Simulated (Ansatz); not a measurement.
**Frozen normal mode in SrTiO3**

The calculation used Ansatz, DFT PBE, scalar-relativistic, plane waves, PAW. Settings: plane waves to 420 eV, k-mesh 6×6×6 (Γ-centred), Gaussian smearing 0.05 eV. No spin polarisation. Energies are free energies at this smearing, counted from the undisturbed cell; pressure is positive in compression.

The undisturbed cell (relaxed at this level; it needn't be the usual structure):

```xyz
10
Lattice="-3.9364 0.0000 -3.9364 0.0000 -3.9364 -3.9364 -3.9364 -3.9364 0.0000" Properties=species:S:1:pos:R:3 pbc="T T T"
Sr    0.0000    0.0000    0.0000
Sr   -3.9364   -3.9364   -3.9364
Ti   -1.9682   -1.9682   -1.9682
Ti   -5.9046   -5.9046   -5.9046
O     0.0000   -1.9682   -1.9682
O    -3.9364   -1.9682   -1.9682
O    -1.9682   -3.9364   -1.9682
O    -1.9682    0.0000   -1.9682
O    -1.9682   -1.9682    0.0000
O    -1.9682   -1.9682   -3.9364
```

A zone-centre mode of this cell is frozen in: each atom moves by x times its row below, so x is the largest displacement.
```
atom ux uy uz
 Sr1   0.000   0.000  0.000
 Sr2   0.000   0.000  0.000
 Ti3  -0.707  -0.707  0.000
 Ti4   0.707   0.707  0.000
  O5   0.000   0.000  0.000
  O6   0.000   0.000  0.000
  O7   0.000   0.000  0.000
  O8   0.000   0.000  0.000
  O9   0.000   0.000  0.000
 O10   0.000   0.000  0.000
```

| x (Å) | ΔE (meV/cell) | force along the mode (eV/Å) | pressure (GPa) | gap on the mesh (eV) |
| --- | --- | --- | --- | --- |
| -0.3000 | 2776.4 | 18.83 | 6.8 | 0.25 |
| -0.1500 | 683.6 | 9.17 | 1.7 | 1.18 |
| 0.0000 | 0.0 | 0.00 | 0.0 | 1.84 |
| 0.0375 | 42.5 | -2.27 | 0.1 | 1.77 |
| 0.0750 | 170.1 | -4.54 | 0.4 | 1.61 |
| 0.1125 | 383.5 | -6.84 | 1.0 | 1.40 |
| 0.1875 | 1071.6 | -11.53 | 2.7 | 0.95 |
| 0.2250 | 1548.7 | -13.93 | 3.9 | 0.71 |
| 0.2625 | 2116.6 | -16.36 | 5.2 | 0.48 |

By symmetry 0.3000 repeats -0.3000, -0.2250 repeats 0.2250, 0.1500 repeats -0.1500, -0.0750 repeats 0.0750 in energy, with the opposite slope along the path.

Symmetry holds off the tilts and polar distortions that many cubic perovskites undergo.

Cost: 9 runs of about 1.2 core-minutes in all, on Intel Xeon 6975P-C (Granite Rapids) (shared hosts).